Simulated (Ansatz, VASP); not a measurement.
**Cross-check of Zn35CuHO36 (Cu-H pair in ZnO) between VASP and Ansatz**

One calculation is typed for both programs; each brings its own data sets. How far apart do they land? The cell is taken from a series of runs on this material, whose earlier steps may have relaxed, scaled, displaced or heated it; both programs get it as it stands.

Method: plane waves, with VASP 6.6.1 beside it; single point at HSE06, in Ansatz 0.2.0.

## Step 1: The starting structure

The cell holds 73 atoms: 35 Zn, 36 O, 1 Cu and 1 H. Its edges and angles: a = 9.839 Å, b = 9.839 Å, c = 10.587 Å, α = 90.0°, β = 90.0°, γ = 120.0°. It derives from ZnO (ZnO (P6_3mc)). Nearest the centre at fractional (0.521, 0.375, 0.481): H73 at 0.40 Å, Cu72 at 1.38 Å, O49 at 1.63 Å, O53 at 2.31 Å, O65 at 2.43 Å, O54 at 2.50 Å, Zn16 at 2.88 Å, Zn4 at 2.90 Å.

## Step 2: Ansatz: single point, HSE06

Ansatz runs on its default PAW (the set named soft_2) files.

A single point gives forces, pressure and levels at one fixed geometry, so differences don't come from the geometry; what else differs is listed under the comparison.

Contents of input.yaml:

```yaml
crystal:
  lattice:
    - [9.83856037, 0.0, 0.0]
    - [-4.91928019, 8.52044322, 0.0]
    - [0.0, 0.0, 10.58650121]
  atoms:
    - { symbol: Zn, position: [0.109632315, 0.222221101, 0.249382821] }
    - { symbol: Zn, position: [0.2183361, 0.109858988, -0.002539636] }
    - { symbol: O, position: [0.217113592, 0.108120128, 0.186515694] }
    - { symbol: O, position: [0.109614092, 0.222121405, 0.439040632] }
    - { symbol: Zn, position: [0.109665567, 0.2239424, 0.749745983] }
    - { symbol: Zn, position: [0.207886301, 0.103824523, 0.502258852] }
    - { symbol: O, position: [0.220848893, 0.111594046, 0.688991823] }
    - { symbol: O, position: [0.109502234, 0.222694568, 0.938623832] }
    - { symbol: Zn, position: [0.110577827, 0.554381096, 0.251076879] }
    - { symbol: Zn, position: [0.2207869, 0.44460146, 0.001581582] }
    - { symbol: O, position: [0.221193242, 0.443435574, 0.189791831] }
    - { symbol: O, position: [0.111165924, 0.55447182, 0.439881068] }
    - { symbol: Zn, position: [0.11077992, 0.556371953, 0.749895757] }
    - { symbol: Zn, position: [0.22801848, 0.446644058, 0.499422478] }
    - { symbol: O, position: [0.219878588, 0.444833116, 0.689414507] }
    - { symbol: O, position: [0.110462368, 0.555849838, 0.939242639] }
    - { symbol: Zn, position: [0.108933539, 0.886484756, 0.248878457] }
    - { symbol: Zn, position: [0.221562877, 0.777337734, 0.000231949] }
    - { symbol: O, position: [0.221390989, 0.776881457, 0.189483695] }
    - { symbol: O, position: [0.111668826, 0.888112233, 0.438382215] }
    - { symbol: Zn, position: [0.111430427, 0.889072186, 0.750219584] }
    - { symbol: Zn, position: [0.222121851, 0.775713615, 0.499345409] }
    - { symbol: O, position: [0.222033404, 0.778625557, 0.688838637] }
    - { symbol: O, position: [0.110359668, 0.888109026, 0.93880351] }
    - { symbol: Zn, position: [0.440939238, 0.217666362, 0.231950409] }
    - { symbol: Zn, position: [0.555490078, 0.109585442, -0.002386705] }
    - { symbol: O, position: [0.555308195, 0.108024084, 0.186955604] }
    - { symbol: O, position: [0.428098311, 0.195860863, 0.426929921] }
    - { symbol: Zn, position: [0.441861299, 0.221025427, 0.751539649] }
    - { symbol: Zn, position: [0.559062953, 0.104287364, 0.501837525] }
    - { symbol: O, position: [0.554422444, 0.112469777, 0.688832837] }
    - { symbol: O, position: [0.442177726, 0.220120038, 0.941194766] }
    - { symbol: Zn, position: [0.444618295, 0.553482942, 0.254137259] }
    - { symbol: Zn, position: [0.553498265, 0.44543945, -0.004169269] }
    - { symbol: O, position: [0.552695104, 0.441281792, 0.185755222] }
    - { symbol: O, position: [0.443454128, 0.55630317, 0.438667906] }
    - { symbol: Zn, position: [0.439406749, 0.559428906, 0.752311294] }
    - { symbol: Cu, position: [0.630235828, 0.504856826, 0.546697326] }
    - { symbol: O, position: [0.551570332, 0.446442827, 0.709954561] }
    - { symbol: O, position: [0.441880831, 0.557039123, 0.941326586] }
    - { symbol: Zn, position: [0.443595646, 0.885904946, 0.249927937] }
    - { symbol: Zn, position: [0.555030699, 0.778221403, 0.001200541] }
    - { symbol: O, position: [0.555382324, 0.776652436, 0.189474545] }
    - { symbol: O, position: [0.444240934, 0.887678636, 0.439107149] }
    - { symbol: Zn, position: [0.443635393, 0.889179333, 0.74965482] }
    - { symbol: Zn, position: [0.554335643, 0.772363327, 0.498715483] }
    - { symbol: O, position: [0.555243931, 0.780027879, 0.689171573] }
    - { symbol: O, position: [0.443216725, 0.888186708, 0.938577125] }
    - { symbol: Zn, position: [0.776959297, 0.222274634, 0.249065751] }
    - { symbol: Zn, position: [0.887683589, 0.111234211, -0.000197326] }
    - { symbol: O, position: [0.887618807, 0.111140669, 0.188969064] }
    - { symbol: O, position: [0.776364586, 0.223554908, 0.438909951] }
    - { symbol: Zn, position: [0.777769337, 0.2239937, 0.749576979] }
    - { symbol: Zn, position: [0.887933217, 0.113088971, 0.499679667] }
    - { symbol: O, position: [0.887762037, 0.11230523, 0.688775943] }
    - { symbol: O, position: [0.777223245, 0.222695282, 0.93843736] }
    - { symbol: Zn, position: [0.774689041, 0.554624632, 0.244492677] }
    - { symbol: Zn, position: [0.889483552, 0.44409005, 0.000847111] }
    - { symbol: O, position: [0.888445456, 0.44359616, 0.189033294] }
    - { symbol: O, position: [0.79197475, 0.565328626, 0.429928328] }
    - { symbol: Zn, position: [0.783526895, 0.55965158, 0.757008771] }
    - { symbol: Zn, position: [0.890327315, 0.446247231, 0.499793847] }
    - { symbol: O, position: [0.888907022, 0.44592721, 0.690039062] }
    - { symbol: O, position: [0.779014697, 0.556923458, 0.94343239] }
    - { symbol: Zn, position: [0.776666332, 0.888994141, 0.250126914] }
    - { symbol: Zn, position: [0.888790066, 0.780328259, 0.000248072] }
    - { symbol: O, position: [0.887806218, 0.778794511, 0.188253323] }
    - { symbol: O, position: [0.778614515, 0.891945933, 0.43941721] }
    - { symbol: Zn, position: [0.776803633, 0.889898148, 0.749453331] }
    - { symbol: Zn, position: [0.891772963, 0.783353929, 0.499062872] }
    - { symbol: O, position: [0.890255039, 0.780617976, 0.689945143] }
    - { symbol: O, position: [0.776812593, 0.889603608, 0.938819493] }
    - { symbol: H, position: [0.49367383, 0.339251529, 0.458168102] }
basis:
  ecutwfc: 420
  xc_grid: 2
hamiltonian:
  xc: hse06
kpoints:
  mp_grid: { grid: [1, 1, 1] }
scf:
  occupations: { method: fermi_dirac, width: 0.01 }
  max_iter: 120
output:
  forces: true
checkpoint:
  read: "../relax.run"
```

Command:

```
$ ansatz run input.yaml --threads 32 --pin off --max-ram 84787MiB --backend cuda --events-out ev --progress --plain --runs-dir out --max-vram 78GiB
```

The log of the run:

```text
Warning: checkpoint.read: the run can stay near the saved state's solution: 2 site(s) moved relative to the saved geometry (max |Δs| = 3.170e-2 fractional); the SCF starts from the saved state under ` [...]
[...]
Engine: ansatz 0.2.0, aarch64-unknown-linux-gnu
[...]
Pseudopotential: Zn, paw, valence charge 12, recommended cutoff 420 eV (normal), Zn.paw.azcp
Pseudopotential: O, paw, valence charge 6, recommended cutoff 420 eV (normal), O.paw.azcp
Pseudopotential: Cu, paw, valence charge 19, recommended cutoff 420 eV (normal), Cu.paw.azcp
Pseudopotential: H, paw, valence charge 1, recommended cutoff 420 eV (normal), H.paw.azcp
Functional definition: HSE06
[...]
Crystal: 73 atoms, lattice volume = 887.455 Å³
Basis set: ecut = 420 eV, 17351 PW (Γ), exchange–correlation on 144×144×144 points (8 copies of the dense FFT grid, shifted against one another)
Bands: 401, of which v1, the nominal top of the filled ones, is band 328 counted from 1 (327 counted from 0)
[...]
SCF iter   2: F=—  HF=-143237.984116 eV  |Δ(HF+E_count)|=   1.48e-8  Δρ=2.70e-6  dr2=4.86e-8 sched 7.51e-12)  Hψ=849
SCF iter   3: F=-143237.984116 eV  HF=-143237.984116 eV  |Δ(HF+E_count)|=   7.89e-9  Δρ=8.70e-7  dr2=4.83e-9 sched 7.01e-12)  Hψ=758
SCF 4 converged in 3 iterations: F = -143237.984116 eV  dr2 = 4.83e-9
[...]
hybrid outer 3: dexx = +1.672e-8 eV, tail = 1.24e-8 eV, Δε = 3.02e-4 eV (about 6.35e-5 eV left of the loop's levels), ΔF = 7.08e-4 eV/Å (tail 2.42e-4)
hybrid SCF converged: 3 outer / 20 inner (+16 warm-up), last move |dexx| = 1.67e-8 eV, tail = 1.24e-8 eV
[...]
Free energy (F): -143237.984116 eV
[...]
Fermi energy:    7.088632 eV
--- Per-component energies (eV) ---
[...]
--- Forces (eV/Å), atoms counted from 1 ---
[...]
--- Band table (eV) ---
[...]
```

## Step 3: VASP: single point, HSE06

The same cell, functional, mesh and smearing now go to VASP, with its own data sets.

Lines of VASP's logs that name or quote its potential files are left out, and so is its time.

The run reads the wave functions of an earlier VASP run, which isn't shown here.

Contents of INCAR:

```
SYSTEM = Zn35CuHO36
PREC = Accurate
ENCUT = 520
EDIFF = 1E-06
NELM = 100
ISMEAR = -1
SIGMA = 0.01
LREAL = Auto
ALGO = Normal
LHFCALC = .TRUE.
AEXX = 0.25
GGA = PE
HFSCREEN = 0.208
LASPH = .TRUE.
NBANDS = 375
PRECFOCK = Fast
LORBIT = 11
LWAVE = .FALSE.
LCHARG = .FALSE.
ISIF = 2
```

Contents of POSCAR:

```
Zn35CuHO36
1.0
    9.8385603707      0.0000000000      0.0000000000
   -4.9192801853      8.5204432177      0.0000000000
    0.0000000000      0.0000000000     10.5865012063
Zn O Cu H
35 36 1 1
Direct
    0.1096323150      0.2222211010      0.2493828210
    0.2183361000      0.1098589880      0.9974603640
    0.1096655670      0.2239424000      0.7497459830
    0.2078863010      0.1038245230      0.5022588520
    0.1105778270      0.5543810960      0.2510768790
    0.2207869000      0.4446014600      0.0015815820
    0.1107799200      0.5563719530      0.7498957570
    0.2280184800      0.4466440580      0.4994224780
    0.1089335390      0.8864847560      0.2488784570
    0.2215628770      0.7773377340      0.0002319490
    0.1114304270      0.8890721860      0.7502195840
    0.2221218510      0.7757136150      0.4993454090
    0.4409392380      0.2176663620      0.2319504090
    0.5554900780      0.1095854420      0.9976132950
    0.4418612990      0.2210254270      0.7515396490
    0.5590629530      0.1042873640      0.5018375250
    0.4446182950      0.5534829420      0.2541372590
    0.5534982650      0.4454394500      0.9958307310
    0.4394067490      0.5594289060      0.7523112940
    0.4435956460      0.8859049460      0.2499279370
    0.5550306990      0.7782214030      0.0012005410
    0.4436353930      0.8891793330      0.7496548200
    0.5543356430      0.7723633270      0.4987154830
    0.7769592970      0.2222746340      0.2490657510
    0.8876835890      0.1112342110      0.9998026740
    0.7777693370      0.2239937000      0.7495769790
    0.8879332170      0.1130889710      0.4996796670
    0.7746890410      0.5546246320      0.2444926770
    0.8894835520      0.4440900500      0.0008471110
    0.7835268950      0.5596515800      0.7570087710
    0.8903273150      0.4462472310      0.4997938470
    0.7766663320      0.8889941410      0.2501269140
    0.8887900660      0.7803282590      0.0002480720
    0.7768036330      0.8898981480      0.7494533310
    0.8917729630      0.7833539290      0.4990628720
    0.2171135920      0.1081201280      0.1865156940
    0.1096140920      0.2221214050      0.4390406320
    0.2208488930      0.1115940460      0.6889918230
    0.1095022340      0.2226945680      0.9386238320
    0.2211932420      0.4434355740      0.1897918310
    0.1111659240      0.5544718200      0.4398810680
    0.2198785880      0.4448331160      0.6894145070
    0.1104623680      0.5558498380      0.9392426390
    0.2213909890      0.7768814570      0.1894836950
    0.1116688260      0.8881122330      0.4383822150
    0.2220334040      0.7786255570      0.6888386370
    0.1103596680      0.8881090260      0.9388035100
    0.5553081950      0.1080240840      0.1869556040
    0.4280983110      0.1958608630      0.4269299210
    0.5544224440      0.1124697770      0.6888328370
    0.4421777260      0.2201200380      0.9411947660
    0.5526951040      0.4412817920      0.1857552220
    0.4434541280      0.5563031700      0.4386679060
    0.5515703320      0.4464428270      0.7099545610
    0.4418808310      0.5570391230      0.9413265860
    0.5553823240      0.7766524360      0.1894745450
    0.4442409340      0.8876786360      0.4391071490
    0.5552439310      0.7800278790      0.6891715730
    0.4432167250      0.8881867080      0.9385771250
    0.8876188070      0.1111406690      0.1889690640
    0.7763645860      0.2235549080      0.4389099510
    0.8877620370      0.1123052300      0.6887759430
    0.7772232450      0.2226952820      0.9384373600
    0.8884454560      0.4435961600      0.1890332940
    0.7919747500      0.5653286260      0.4299283280
    0.8889070220      0.4459272100      0.6900390620
    0.7790146970      0.5569234580      0.9434323900
    0.8878062180      0.7787945110      0.1882533230
    0.7786145150      0.8919459330      0.4394172100
    0.8902550390      0.7806179760      0.6899451430
    0.7768125930      0.8896036080      0.9388194930
    0.6302358280      0.5048568260      0.5466973260
    0.4936738300      0.3392515290      0.4581681020
```

Contents of KPOINTS:

```
Automatic mesh
0
Gamma
1 1 1
0 0 0
```

The projector-augmented-wave data sets are Zn, O, Cu and H (PBE family, release 64).

Command:

```
$ export OMP_NUM_THREADS=3
$ mpirun -np 1 vasp_gam
```

The log of the run:

```text
[banner, memory and clock lines left out]
running    1 mpi-ranks, on    1 nodes
[...]
Offloading initialized ...    1 GPUs detected
[...]
LDA part: xc-table for (Slater+PW92), standard interpolation
 found WAVECAR, reading the header
 POSCAR, INCAR and KPOINTS ok, starting setup
[...]
reading WAVECAR
 the WAVECAR file was read successfully
 initial charge from wavefunction
 entering main loop
       N       E                     dE             d eps       ncg     rms          rms(c)
DAV:   1    -0.411314990509E+03   -0.41131E+03   -0.27098E+01  1028   0.460E+01    0.105E+01
DAV:   2    -0.411149139370E+03    0.16585E+00   -0.13385E+01  1012   0.205E+01    0.345E+00
DAV:   3    -0.411216708685E+03   -0.67569E-01   -0.11371E+00  1124   0.596E+00    0.188E+00
DAV:   4    -0.411222091227E+03   -0.53825E-02   -0.19589E-01  1012   0.179E+00    0.112E+00
[...]
DAV:  12    -0.411212932657E+03    0.32978E-05   -0.19021E-05   900   0.204E-02    0.190E-02
DAV:  13    -0.411212930996E+03    0.16612E-05   -0.77217E-06   884   0.172E-02    0.118E-02
DAV:  14    -0.411212930059E+03    0.93770E-06   -0.40699E-06   716   0.105E-02
   1 F= -.41121293E+03 E0= -.41121293E+03  d E =-.108069E-10
```

From OUTCAR (step 3):

```text
  FREE ENERGIE OF THE ION-ELECTRON SYSTEM (eV)
  ---------------------------------------------------
  free  energy   TOTEN  =      -411.2129300586 eV

  energy  without entropy=     -411.2129300586  energy(sigma->0) =     -411.21293006
```

This run has no spin polarisation, so a moment on Cu, if there is one, isn't seen.

## Step 4: Comparison

Known differences besides the potentials themselves: exact exchange at q = 0 is treated differently, which shows on coarse meshes; VASP keeps PBE cores, Ansatz makes them for the functional; the data sets hold 656 valence electrons in Ansatz (on its default PAW (the set named soft_2) files) and 648 in VASP; the cutoff is 420 eV in Ansatz and 520 eV in VASP (PREC = Accurate, projectors in real space); VASP takes a coarser grid for exact exchange (PRECFOCK = Fast). Total energies have different zeros and are not compared.

The two programs side by side:

```csv
quantity,Ansatz,VASP,difference
gap on the k mesh (eV),1.974,1.969,+0.005
```

Forces on 9 of the 73 atoms, those with the largest forces and the largest differences (eV/Å; atoms numbered as in POSCAR):

```csv
atom,"Ansatz x, y, z","VASP x, y, z"
Zn4,"0.237, 0.171, -0.101","0.246, 0.180, -0.101"
Zn13,"-0.004, 0.011, 0.313","-0.005, 0.012, 0.323"
Zn16,"-0.227, 0.133, -0.098","-0.242, 0.145, -0.102"
Zn35,"0.067, 0.128, -0.049","0.062, 0.131, -0.038"
O49,"-0.209, 4.222, 1.120","-0.203, 4.226, 1.119"
O53,"0.042, 0.012, 0.032","0.109, -0.028, 0.057"
O65,"-0.069, 0.000, 0.127","-0.057, -0.006, 0.087"
Cu72,"-0.100, -0.191, -0.179","-0.135, -0.183, -0.197"
H73,"0.256, -4.297, -1.086","0.249, -4.264, -1.087"
```

The forces differ by 9.1 meV/Å r.m.s., which is 2.2 % of the r.m.s. force of 0.423 eV/Å (both taken over all components). A gap on the mesh is an upper bound, since the band edges may lie between its points.

## Step 5: Results

```yaml
r_m_s_force_difference_single_point_hse06: 2.2 % of the r.m.s. force
```

In words: The r.m.s. force difference is 2.2 % of the r.m.s. force (single point, HSE06), within the 3 % picked in this series as the mark of a large difference. The data sets hold unlike numbers of valence electrons (656 in Ansatz and 648 in VASP), so part of the differences comes from the potentials. How closely two codes agree says nothing of how well the functional describes the real material.

[Lines on the potential files, build, host, timing and source positions are cut from VASP's logs without a mark.]

[Logs are printed without paths, hosts, clocks, repeated set-up lines and the standing remarks that a program may print on its own settings, such as how far it seeks lower states.]

[Hosts, paths, dates, database ids (printed as entryN), source tags and the programs' standing remarks are cut or masked in the printed files.]
